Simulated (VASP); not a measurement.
# Cu: convergence, relaxation of the cell

Cu, Fm-3m (no. 225), 1 atom in the cell. LDA, DFT+U; PAW potentials Cu (LDA set). VASP 6.6.1. The cell is changed on purpose: volume scaled by 1.1.

Wanted: cell volume within 0.2 %; lattice lengths within 0.1 %; shortest distances from each atom, periodic images included within 0.005 Å.

What the run is for: cell; Accuracy asked: standard.

The series start from Plane-wave cutoff (eV): 440; Smearing width (eV): 0.1; k-point mesh: 14 × 14 × 14; Relaxation passes: 2; Ionic threshold (EDIFFG): -0.005; Electronic threshold (eV): 1e-6; Precision mode (PREC): Accurate; Relaxation algorithm: IBRION=2 POTIM=0.5. Each series keeps the choices made before it, and each single choice may use up half of a tolerance. Times cover all steps of a run.

## Plane-wave cutoff (eV)

| Plane-wave cutoff (eV) | Cell volume (Å³) | Lattice lengths, largest deviation against the largest value | Shortest distances from each atom, periodic images included, largest deviation (Å) | Time (s) |
|---|---|---|---|---|
| 300 | 10.64 | 0.33 % | 0.0081 | 11 |
| 340 | 10.74 | 0.029 % | 0.0007 | 9.8 |
| 380 | 10.69 | 0.19 % | 0.0047 | 16 |
| 440 | 10.7 | 0.14 % | 0.0035 | 21 |
| 520 | 10.75 | 0.0024 % | 0.0001 | 16 |
| 620 | 10.75 | 0.0044 % | 0.0001 | 24 |
| 780 (reference) | 10.75 | 0 % | 0.0000 | 26 |

Chosen: 520, the loosest value from which every tighter one stays within half of the tolerance.

## Smearing width (eV)

| Smearing width (eV) | Cell volume (Å³) | Lattice lengths, largest deviation against the largest value | Shortest distances from each atom, periodic images included, largest deviation (Å) | Time (s) |
|---|---|---|---|---|
| 0.4 | 10.75 | 0.012 % | 0.0003 | 18 |
| 0.3 | 10.75 | 0.0036 % | 0.0001 | 21 |
| 0.2 | 10.75 | 0.0085 % | 0.0002 | 19 |
| 0.15 | 10.76 | 0.021 % | 0.0005 | 19 |
| 0.1 | 10.75 | 0 % | 0.0000 | 16 |
| 0.05 (reference) | 10.75 | 0 % | 0.0000 | 19 |

Chosen: 0.4.

## k-point mesh

| k-point mesh | Cell volume (Å³) | Lattice lengths, largest deviation against the largest value | Shortest distances from each atom, periodic images included, largest deviation (Å) | Time (s) |
|---|---|---|---|---|
| 5 × 5 × 5 | 10.69 | 0.16 % | 0.0041 | 6.2 |
| 7 × 7 × 7 | 10.73 | 0.037 % | 0.0009 | 7.4 |
| 9 × 9 × 9 | 10.74 | 0.0028 % | 0.0001 | 7.7 |
| 11 × 11 × 11 | 10.72 | 0.061 % | 0.0015 | 11 |
| 14 × 14 × 14 | 10.75 | 0.01 % | 0.0003 | 18 |
| 17 × 17 × 17 (reference) | 10.74 | 0 % | 0.0000 | 27 |

Chosen: 14 × 14 × 14.

## Relaxation passes

| Relaxation passes | Cell volume (Å³) | Lattice lengths, largest deviation against the largest value | Shortest distances from each atom, periodic images included, largest deviation (Å) | Time (s) |
|---|---|---|---|---|
| 1 | 10.76 | 0.052 % | 0.0013 | 14 |
| 2 | 10.75 | 0 % | 0.0000 | 18 |
| 3 (reference) | 10.75 | 0 % | 0.0000 | 22 |

Chosen: 2.

## Ionic threshold (EDIFFG)

| Ionic threshold (EDIFFG) | Cell volume (Å³) | Lattice lengths, largest deviation against the largest value | Shortest distances from each atom, periodic images included, largest deviation (Å) | Time (s) |
|---|---|---|---|---|
| -0.05 | 10.75 | 0.0044 % | 0.0001 | 14 |
| -0.02 | 10.75 | 0.0044 % | 0.0001 | 14 |
| -0.01 | 10.75 | 0.0044 % | 0.0001 | 12 |
| -0.005 | 10.75 | 0.018 % | 0.0004 | 18 |
| -0.002 (reference) | 10.75 | 0 % | 0.0000 | 20 |

Chosen: -0.05.

## Electronic threshold (eV)

| Electronic threshold (eV) | Cell volume (Å³) | Lattice lengths, largest deviation against the largest value | Shortest distances from each atom, periodic images included, largest deviation (Å) | Time (s) |
|---|---|---|---|---|
| 0.0001 | 10.7 | 0.15 % | 0.0037 | 14 |
| 1e-5 | 10.76 | 0.043 % | 0.0011 | 15 |
| 1e-6 | 10.75 | 0.004 % | 0.0001 | 14 |
| 1e-7 (reference) | 10.75 | 0 % | 0.0000 | 13 |

Chosen: 1e-6.

## Precision mode (PREC)

| Precision mode (PREC) | Cell volume (Å³) | Lattice lengths, largest deviation against the largest value | Shortest distances from each atom, periodic images included, largest deviation (Å) | Time (s) |
|---|---|---|---|---|
| Normal | 10.75 | 0.0032 % | 0.0001 | 8.9 |
| Accurate (reference) | 10.75 | 0 % | 0.0000 | 14 |

Chosen: Normal.

## Relaxation algorithm

| Relaxation algorithm | Cell volume (Å³) | Lattice lengths, largest deviation against the largest value | Shortest distances from each atom, periodic images included, largest deviation (Å) | Time (s) |
|---|---|---|---|---|
| IBRION=2 POTIM=0.5 | 10.75 | 0 % | 0.0000 | 8.9 |
| IBRION=2 POTIM=0.2 | 10.73 | 0.068 % | 0.0017 | 10 |
| IBRION=1 POTIM=0.5 | 10.76 | 0.023 % | 0.0006 | 10 |
| IBRION=1 POTIM=0.2 | 10.79 | 0.11 % | 0.0028 | 11 |

Chosen: IBRION=2 POTIM=0.5; no other choice that stays within half of the tolerance saves 30 % of the time.

## All choices together

| Input | Cell volume (Å³) | Lattice lengths, largest deviation against the largest value | Shortest distances from each atom, periodic images included, largest deviation (Å) | Time (s) |
|---|---|---|---|---|
| the program's defaults (naive) | 10.66 | 0.22 % | 0.0054 | 2.5 |
| chosen settings | 10.75 | 0.058 % | 0.0014 | 8.9 |
| reference settings throughout | 10.73 | 0 % | 0.0000 | 50 |

The tolerance is met.

Values of the reference run: Lattice lengths: 2.476, 2.476, 2.476 Å; Shortest distances from each atom, periodic images included: 2.476, 2.476, 2.476, 2.476 Å.

## The input

INCAR.step1:
```
SYSTEM = Cu
ALGO     = Normal         ! electronic algorithm
EDIFF    = 1E-6           ! SCF threshold, eV
EDIFFG   = -0.05          ! ionic threshold
ENCUT    = 520            ! plane-wave cutoff, eV
GGA      = CA             ! functional
GGA_COMPAT= .FALSE.      
IBRION   = 2              ! ionic algorithm
ISIF     = 3              ! what is computed and relaxed
ISMEAR   = 2              ! smearing method
KPAR     = 2            
LASPH    = .TRUE.         ! aspherical terms in the spheres
LCHARG   = .FALSE.        ! write CHGCAR
LDAU     = .TRUE.         ! DFT+U
LDAUJ    = 0            
LDAUL    = 2              ! shell
LDAUTYPE = 2            
LDAUU    = 3              ! U, eV
LMAXMIX  = 4              ! l up to which the mixer works
LREAL    = .FALSE.        ! projectors in reciprocal space
LWAVE    = .FALSE.        ! write WAVECAR
NELM     = 200            ! most SCF steps
NELMIN   = 4            
NSW      = 80             ! ionic steps
POTIM    = 0.5            ! step
PREC     = Normal         ! precision mode
SIGMA    = 0.4            ! smearing width, eV
```

INCAR.step3, as INCAR.step1 but for:
```
- EDIFFG = -0.05
- IBRION = 2
- ISIF = 3
- NELMIN = 4
- NSW = 80
- POTIM = 0.5
+ ISIF = 2
```

KPOINTS:
```
Automatic mesh
0
Gamma
  14 14 14
  0 0 0
```

POSCAR.step1:
```
Cu
1.0
    0.0000000000      1.8658463087      1.8658463087
    1.8658463087      0.0000000000      1.8658463087
    1.8658463087      1.8658463087      0.0000000000
Cu
1
Direct
    0.0000000000      0.0000000000      0.0000000000
```

Commands (each step's output is kept before the next begins):
```
cat potpaw_LDA.64/Cu/POTCAR > POTCAR
cp INCAR.step1 INCAR
cp POSCAR.step1 POSCAR
mpirun -np 2 vasp_std > vasp.out
cp CONTCAR POSCAR
mpirun -np 2 vasp_std > vasp.out
cp CONTCAR POSCAR
cp INCAR.step3 INCAR
mpirun -np 2 vasp_std > vasp.out
```

The chosen input took VASP 6.6.1 8.9 s on 2 cores (Intel Xeon 6975P-C (Granite Rapids)), a shared host.

## An input that fails: ionic step far too long

VASP's message: ERROR FEXCP: supplied Exchange-correletion table is too small, maximal index : 4903.

Changes against the starting input:
```
(all steps)
- NSW = 80
- NELM = 200
- IBRION = 2
- POTIM = 0.5
+ NSW = 30
+ NELM = 58
+ IBRION = 1
+ POTIM = 3.0
```
